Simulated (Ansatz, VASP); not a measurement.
## Cross-check of BN (Qingsongite) between VASP and Ansatz

One calculation is typed for both programs; each brings its own data sets and cutoff. How far apart do they land? The cell is a member of a volume series, scaled by 0.985 from a relaxed one, so a pressure remains. Other levels of theory on this material are compared in a session of their own.

Method: plane waves, with VASP 6.6.1 beside it; single point at PBEsol with D3(BJ), in Ansatz 0.2.0.

## (1) Starting point

Symmetry: F-43m, No. 216, cubic system. The conventional cell has a = 3.577 Å, b = 3.577 Å, c = 3.577 Å, α = 90.00°, β = 90.00°, γ = 90.00°. N has 4 B at 1.55 Å nearest. Nearest to B lie 4 N at 1.55 Å. Farther neighbours and most contacts between anions are not listed.

Coordinates:

```
N B
1.0
     0.00000    1.78867    1.78867
     1.78867    0.00000    1.78867
     1.78867    1.78867    0.00000
N B
1 1
Direct
  0.75000 0.75000 0.75000
  0.00000 0.00000 0.00000
```

## (2) VASP: single point, PBEsol with D3(BJ), volume scaled by 0.985

With cell and atoms fixed, the geometry can't cause a difference; cores, projectors, grids and the points listed under the comparison can.

Lines of VASP's logs that name or quote its potential files are left out, and so is its time.

The input asks for a relaxation, which ended at its first step since no free force or stress exceeded the threshold; so it serves as a single point.

Contents of INCAR:

```
SYSTEM = BN
PREC = Accurate
ENCUT = 520
EDIFF = 1E-06
NELM = 100
ISMEAR = 0
SIGMA = 0.03
LREAL = .FALSE.
ALGO = Normal
GGA = PS
IVDW = 12
NBANDS = 10
LORBIT = 11
LWAVE = .FALSE.
LCHARG = .FALSE.
KPAR = 8
IBRION = 2
NSW = 30
ISIF = 4
EDIFFG = -0.01
```

Contents of POSCAR:

```
BN
1.0
    0.0000000000      1.7886738995      1.7886738995
    1.7886738995      0.0000000000      1.7886738995
    1.7886738995      1.7886738995      0.0000000000
N B
1 1
Direct
    0.7500000000      0.7500000000      0.7500000000
    0.0000000000      0.0000000000      0.0000000000
```

Contents of KPOINTS:

```
Automatic mesh
0
Gamma
10 10 10
0 0 0
```

The projector-augmented-wave data sets are N and B (PBE family, release 64).

Command:

```sh
$ mpirun -np 8 vasp_std
```

Numbers of over 12 decimals in the logs are rounded to 6 here.

The log of the run:

```text
[banner, memory and clock lines left out]
running    8 mpi-ranks, on    1 nodes
 distrk:  each k-point on    1 cores,    8 groups
 distr:  one band on    1 cores,    1 groups

 POSCAR found type information on POSCAR N B
 POSCAR found :  2 types and       2 ions
|                                                                             |
|           W    W    AA    RRRRR   N    N  II  N    N   GGGG   !!!           |
|           W    W   A  A   R    R  NN   N  II  NN   N  G    G  !!!           |
|           W    W  A    A  R    R  N N  N  II  N N  N  G       !!!           |
|           W WW W  AAAAAA  RRRRR   N  N N  II  N  N N  G  GGG   !            |
|           WW  WW  A    A  R   R   N   NN  II  N   NN  G    G                |
|           W    W  A    A  R    R  N    N  II  N    N   GGGG   !!!           |
|                                                                             |
|     For optimal performance we recommend to set                             |
|       NCORE = 2 up to number-of-cores-per-socket                            |
|     NCORE specifies how many cores store one orbital (NPAR=cpu/NCORE).      |
|     This setting can greatly improve the performance of VASP for DFT.       |
|     The default, NCORE=1 might be grossly inefficient on modern             |
|     multi-core architectures or massively parallel machines. Do your        |
|     Unfortunately you need to use the default for GW and RPA                |
|     calculations (for HF NCORE is supported but not extensively tested      |
|     yet).                                                                   |
|                                                                             |

|                                                                             |
|               ----> ADVICE to this user running VASP <----                  |
|                                                                             |
|     You enforced a specific xc type in the INCAR file but a different       |
|     [... a line on the potential file left out ...]
|     I HOPE YOU KNOW WHAT YOU ARE DOING!                                     |
|                                                                             |

 LDA part: xc-table for (Slater+PW92), standard interpolation
 POSCAR, INCAR and KPOINTS ok, starting setup
 FFT: planning ... GRIDC
 FFT: planning ... GRID_SOFT
 FFT: planning ... GRID
 WAVECAR not read
 entering main loop
       N       E                     dE             d eps       ncg     rms          rms(c)
DAV:   1     0.695649208384E+01    0.69565E+01   -0.50536E+03   956   0.793E+02
DAV:   2    -0.189075865206E+02   -0.25864E+02   -0.25231E+02  1194   0.167E+02
DAV:   3    -0.193327567740E+02   -0.42517E+00   -0.42454E+00  1090   0.185E+01
DAV:   4    -0.193332950889E+02   -0.53831E-03   -0.53831E-03  1014   0.707E-01
DAV:   5    -0.193332955812E+02   -0.49236E-06   -0.49258E-06  1078   0.217E-02    0.674E+00
DAV:   6    -0.184526516749E+02    0.88064E+00   -0.27318E+00   980   0.104E+01    0.338E+00
DAV:   7    -0.183584422234E+02    0.94209E-01   -0.11459E-01  1028   0.285E+00    0.191E+00
DAV:   8    -0.183371736569E+02    0.21269E-01   -0.36536E-02  1052   0.140E+00    0.197E-01
DAV:   9    -0.183371840598E+02   -0.10403E-04   -0.76329E-04  1010   0.258E-01    0.797E-02
DAV:  10    -0.183371997006E+02   -0.15641E-04   -0.59849E-05  1050   0.720E-02    0.131E-02
DAV:  11    -0.183372013954E+02   -0.16948E-05   -0.46299E-06  1064   0.169E-02    0.819E-03
DAV:  12    -0.183372013729E+02    0.22512E-07   -0.11533E-06   542   0.772E-03
   1 F= -.18634394E+02 E0= -.18634394E+02  d E =-.186344E+02
 curvature:   0.00 expect dE= 0.000E+00 dE for cont linesearch  0.000E+00
 trial: gam= 0.00000 g(F)=  0.960E-48 g(S)=  0.269E-33 ort = 0.000E+00 (trialstep = 0.100E+01)
 search vector abs. value=  0.100E-09
 reached required accuracy - stopping structural energy minimisation
```

OUTCAR, selected parts (step 2):

```text
ion  position               nearest neighbor table
   1  0.750  0.750  0.750-   2 1.55   2 1.55   2 1.55   2 1.55
   2  0.000  0.000  0.000-   1 1.55   1 1.55   1 1.55   1 1.55

  LATTYP: Found a face centered cubic cell.
 ALAT       =     3.5773477990

 Subroutine GETGRP returns: Found 24 space group operations
 (whereof 24 operations were pure point group operations)

The static configuration has the point symmetry T_d .

 Found     47 irreducible k-points:

   k-points           NKPTS =     47   k-points in BZ     NKDIM =     47   number of bands    NBANDS=     10

   dimension x,y,z NGX =    20 NGY =   20 NGZ =   20
   dimension x,y,z NGXF=    40 NGYF=   40 NGZF=   40

   ENCUT  =  520.0 eV  38.22 Ry    6.18 a.u.   4.70  4.70  4.70*2*pi/ulx,y,z

   NELECT =       8.0000    total number of electrons

 k-points in reciprocal lattice and weights: Automatic mesh
   0.00000000  0.00000000  0.00000000       0.001
   0.10000000  0.00000000  0.00000000       0.008
   0.20000000  0.00000000  0.00000000       0.008
   0.30000000  0.00000000  0.00000000       0.008
   0.40000000  0.00000000  0.00000000       0.008
   0.50000000  0.00000000  0.00000000       0.004
   0.10000000  0.10000000  0.00000000       0.006
   0.20000000  0.10000000  0.00000000       0.024
   0.30000000  0.10000000  0.00000000       0.024
[...]
-0.30000000  0.40000000  0.20000000       0.024
  -0.30000000  0.50000000  0.20000000       0.012

 average (electrostatic) potential at core
       1 -60.0288       2 -24.0632

 E-fermi :   7.9261

 k-point     1 :       0.0000    0.0000    0.0000
  band No.  band energies     occupation
      1     -12.8610      2.00000
      2       7.7547      2.00000
      3       7.7547      2.00000
      4       7.7547      2.00000
      5      16.6637      0.00000
      6      16.6637      0.00000
      7      16.6637      0.00000
      8      18.5338      0.00000
      9      32.8577      0.00000
    ...

 k-point     2 :       0.1000    0.0000    0.0000
  band No.  band energies     occupation
      1     -12.6102      2.00000
      2       6.4480      2.00000
      3       7.4897      2.00000
      4       7.4897      2.00000
      5      16.9880      0.00000
      6      17.0636      0.00000
      7      17.0636      0.00000
      8      19.3066      0.00000
      9      32.4229      0.00000
    ...

 k-point     3 :       0.2000    0.0000    0.0000
  band No.  band energies     occupation
      1     -11.8712      2.00000
      2       3.6540      2.00000
      3       6.8964      2.00000
      4       6.8964      2.00000
      5      17.4454      0.00000
      6      17.8823      0.00000
      7      17.8823      0.00000
      8      20.9206      0.00000
      9      31.5606      0.00000
    ...

 Edisp (eV)   -0.29719

  Total       0.43018     0.43018     0.43018    -0.00000     0.00000     0.00000
  in kB      60.21995    60.21995    60.21995    -0.00000     0.00000     0.00000
  external pressure =       60.22 kB  Pullay stress =        0.00 kB

  energy-cutoff  :      520.00
  volume of cell :       11.45
      direct lattice vectors                 reciprocal lattice vectors
     0.000000000  1.788673899  1.788673899    -0.279536700  0.279536700  0.279536700
     1.788673899  0.000000000  1.788673899     0.279536700 -0.279536700  0.279536700
     1.788673899  1.788673899  0.000000000     0.279536700  0.279536700 -0.279536700

 POSITION                                       TOTAL-FORCE (eV/Angst)
 -----------------------------------------------------------------------------------
      2.68301      2.68301      2.68301         0.000000      0.000000      0.000000
      0.00000      0.00000      0.00000        -0.000000     -0.000000     -0.000000
 -----------------------------------------------------------------------------------
    total drift:                               -0.000000     -0.000000     -0.000000

  FREE ENERGIE OF THE ION-ELECTRON SYSTEM (eV)
  ---------------------------------------------------
  free  energy   TOTEN  =       -18.6343935940 eV

  energy  without entropy=      -18.6343935940  energy(sigma->0) =      -18.63439359

 reached required accuracy - stopping structural energy minimisation

 total charge
# of ion       s       p       d       tot
------------------------------------------
    1        1.210   2.784   0.000   3.994
    2        0.686   1.404   0.000   2.090
--------------------------------------------------
tot          1.897   4.188   0.000   6.085

[... 3 further parts left out ...]
```

## (3) Ansatz: single point, PBEsol with D3(BJ), volume scaled by 0.985

Ansatz runs on its default PAW (the set named soft_2) files.

The same cell, functional, mesh and smearing now go to Ansatz, which takes its cutoff from its data sets.

Contents of input.yaml:

```yaml
crystal:
  lattice:
    - [0.0, 1.7886739, 1.7886739]
    - [1.7886739, 0.0, 1.7886739]
    - [1.7886739, 1.7886739, 0.0]
  atoms:
    - { symbol: "N", position: [0.75, 0.75, 0.75] }
    - { symbol: B, position: [0.0, 0.0, 0.0] }
hamiltonian:
  xc: pbesol
  pseudopotentials: { kind: paw }
  dispersion: d3bj
kpoints:
  mp_grid: { grid: [10, 10, 10] }
scf:
  occupations: { method: gaussian, width: 0.03 }
  n_extra_bands: 4
output:
  forces: true
  stress: true
  eigenvalues: true
```

Command:

```sh
$ ansatz run input.yaml --threads 2 --pin off --max-ram 4608MiB --backend cpu --events-out ev --progress --plain --runs-dir out
```

The log of the run:

```text
scf.n_extra_bands = 4 over 4 filled bands (N_el = 8.0): the run solves 8 bands
Engine: ansatz 0.2.0, aarch64-unknown-linux-gnu
Pseudopotentials: kind: paw
Pseudopotential: N, paw, valence charge 5, recommended cutoff 420 eV (normal), N.paw.azcp
Pseudopotential: B, paw, valence charge 3, recommended cutoff 420 eV (normal), B.paw.azcp
Functional definition: PBEsol
  exchange = pbesol_x
  correlation = pbesol_c
Crystal: 2 atoms, lattice volume = 11.445 Å³
Basis set: ecut = 420 eV, 229 PW (Γ), exchange–correlation on 36×36×36 points (8 copies of the dense FFT grid, shifted against one another)
Bands: 8, of which v1, the nominal top of the filled ones, is band 4 counted from 1 (3 counted from 0)
Symmetry: 24 space group operations
Space group: F-43m (ITA 216), of the structure as read, at distance tolerance 2.3e-5 Å
k-points: 47 of 1000 (time reversal used)
Non-local potential: N, projectors of the file, l = 0: 2, l = 1: 2, l = 2: 1
Non-local potential: B, projectors of the file, l = 0: 2, l = 1: 2, l = 2: 1
PAW form: soft (Blöchl's): semilocal exchange-correlation on the pseudo side does not see the compensation charge
PAW frozen core: N, regenerated for the run's functional, and the local potential with it (the file was generated under x = pbe(κ = 0.804, μ = 0.219515), c = pbe(β = 0.066725))
PAW frozen core: B, regenerated for the run's functional, and the local potential with it (the file was generated under x = pbe(κ = 0.804, μ = 0.219515), c = pbe(β = 0.066725))
PAW one-centre angular grid: N, 110 points (default); XC on 64 Gauss nodes
PAW one-centre angular grid: B, 110 points (default); XC on 64 Gauss nodes
Initial density: superposition of atomic densities (neutral atoms: chi_scale 0, normalization atom), corrected by the library's trained network
Initial wavefunctions: pseudopotential atomic-orbital guess
Functional: x = pbesol(κ = 0.804, μ = 0.123457), c = pbesol(β = 0.046)
SCF iter   1: F=—  HF=-534.128511 eV  |F-HF|=—  |Δ(HF+E_count)|=         —  Δρ=9.81e-3  dr2=8.22e-3  ethr=1.77e-3  ⟨swp⟩=4.5  Hψ=2396  notcnv=0
preconditioner: auto → none  [insulator: Δε(μ)=4.232 eV  Ē_g=20.370 eV  σ=0.030 eV  W_gap=1.00  n_scr=0 (ndim 8)  ℏωp=31.0 eV  f_vac=0.000  D(μ)=0.00/eV (n_scr^D=0)  ε∞_Penn≈3.3]
SCF iter   2: F=—  HF=-534.125960 eV  |F-HF|=—  |Δ(HF+E_count)|=   2.55e-3  Δρ=2.66e-3  dr2=5.98e-4  ethr=1.03e-4  ⟨swp⟩=2.3  Hψ=991  notcnv=0
SCF iter   3: F=—  HF=-534.125786 eV  |F-HF|=—  |Δ(HF+E_count)|=   1.74e-4  Δρ=8.85e-4  dr2=5.91e-5  ethr=7.48e-6  ⟨swp⟩=2.0  Hψ=546  notcnv=0
SCF iter   4: F=—  HF=-534.125775 eV  |F-HF|=—  |Δ(HF+E_count)|=   1.16e-5  Δρ=1.52e-4  dr2=1.25e-6  ethr=7.39e-7  ⟨swp⟩=2.0  Hψ=563  notcnv=0
iter 5 did not close the SCF: its close was put off for the readings that it lacked (scf_convergence_deferred on its scf_iter line)
SCF iter   5: F=-534.125775 eV  HF=-534.125775 eV  |F-HF|=3.44e-9  |Δ(HF+E_count)|=   3.54e-7  Δρ=8.73e-6  dr2=2.65e-9  ethr=1.57e-8  ⟨swp⟩=2.0  Hψ=556  notcnv=0
SCF iter   6: F=-534.125775 eV  HF=-534.125775 eV  |F-HF|=3.32e-11  |Δ(HF+E_count)|=   3.82e-9  Δρ=7.24e-7  dr2=1.15e-11  ethr=3.31e-11  ⟨swp⟩=1.3  Hψ=1262  notcnv=0
SCF 1 converged in 6 iterations: F = -534.125775 eV  dr2 = 1.15e-11
  greatest PAW one-centre occupation: 0.787 electrons in one spin orbital (limit 2), on the N atom at site 0 (counted from 0), in its partial waves of l = 0
SCF converged after 6 iterations
Free energy (F): -534.125775 eV
Harris-Foulkes:  -534.125775 eV  (|F-HF|=3.32e-11)
Internal energy: -534.125775 eV  (E = F + TS)
E sigma→0 (E₀):  -534.125775 eV
Fermi energy:    13.809152 eV
--- Per-component energies (eV) ---
  E_band       = 28.723634
  E_kinetic    = 186.859119
  E_local      = -171.316331  (includes V_loc(G=0)·N_el)
  E_nonlocal   = 56.989304
  E_hartree    = 47.631009
  E_xc         = -93.141780
  E_vxc        = -116.299557  (∫ρ·V_xc dr)
  E_paw        = -198.736033  (= ΣΔE_a)
  E_vpaw       = -22.771033  (= ΣTr[D̂ρ^β])
  E_aug_tail   = 0.000100  (compensation charges beyond the density's cutoff)
  E_ewald      = -362.156710
  E_disp       = -0.297263  (pairwise vdW)
  E_core_change = 0.042810  (= ΣΔE_core)
  E_smearing   = -0.000000  (= −TS)
  E_closure    = 0.000000  (closes the sum)
  Σ components = -534.125775   (vs F -534.125775, Δ=0.00e0)
--- Forces (eV/Å), atoms counted from 1 ---
  atom   1  N      0.00000000     0.00000000     0.00000000
  atom   2  B     -0.00000000     0.00000000    -0.00000000
  max |Σ_I F_I| component: 6.29e-16 eV/Å
--- Stress (GPa, compression-positive) ---
        5.284589       0.000000      -0.000000
       -0.000000       5.284589       0.000000
       -0.000000       0.000000       5.284589
  P = ⅓ Tr σ = 5.2846 GPa (52.846 kbar)
--- Band table (eV; the first three rows and the last of 47) ---
  k-point 0: bands = ["-8.9676", "11.6492", "11.6492", "11.6492", "20.5653", "20.5653", "20.5653", "22.3975"]
  k-point 1: bands = ["-8.7170", "10.3419", "11.3825", "11.3825", "20.8832", "20.9637", "20.9637", "23.1761"]
  k-point 2: bands = ["-7.9778", "7.5483", "10.7895", "10.7895", "21.3329", "21.7809", "21.7809", "24.7975"]
  k-point 46: bands = ["-2.8135", "3.5326", "4.8042", "4.9831", "20.3924", "24.8206", "26.0885", "28.0201"]
```

Wall time 0.86 s (2 threads of Arm Neoverse N1, shared host); peak memory 0.24 GiB; 1.3 s of CPU time.

The run ends at a pressure of 5.28 GPa.

## (4) Side by side

Known differences besides the potentials themselves: the cutoff is 420 eV in Ansatz and 520 eV in VASP; Ansatz makes its cores anew for this functional, VASP keeps those of its PBE data sets; VASP leaves aspherical gradient terms in its spheres out (LASPH is not set), Ansatz keeps them. Total energies have different zeros and are not compared.

Both answers:

```csv
quantity,Ansatz,VASP,difference
pressure (GPa),5.28,6.02,-0.74
pressure without Ansatz's Pulay correction (GPa),4.21,6.02,-1.81
gap on the k mesh (eV),4.320,4.309,+0.011
```

A gap on the mesh is an upper bound, since the band edges may lie between its points. Ansatz's pressure holds a Pulay correction of 1.07 GPa; VASP's holds none.

## (5) What came out

| Property | Result |
| --- | --- |
| difference in gap on the k mesh (single point, PBEsol with D3(BJ), volume scaled by 0.985) | 0.011 eV |
| difference in pressure (single point, PBEsol with D3(BJ), volume scaled by 0.985) | -0.74 GPa |

The difference in pressure is -0.74 GPa (single point, PBEsol with D3(BJ), volume scaled by 0.985), within the 1 GPa picked in this series as the mark of a large difference. 6 further runs of this series are not shown here. Such differences can come from data sets, numerical settings and the points named under the comparisons, not from the functional's error against experiment.

[Lines on the potential files, build, host, timing and source positions are cut from VASP's logs without a mark.]

[Logs are printed without paths, hosts, clocks, repeated set-up lines and the standing remarks that a program may print on its own settings, such as how far it seeks lower states.]

[Hosts, paths, dates, database ids (printed as entryN), source tags and the programs' standing remarks are cut or masked in the printed files.]
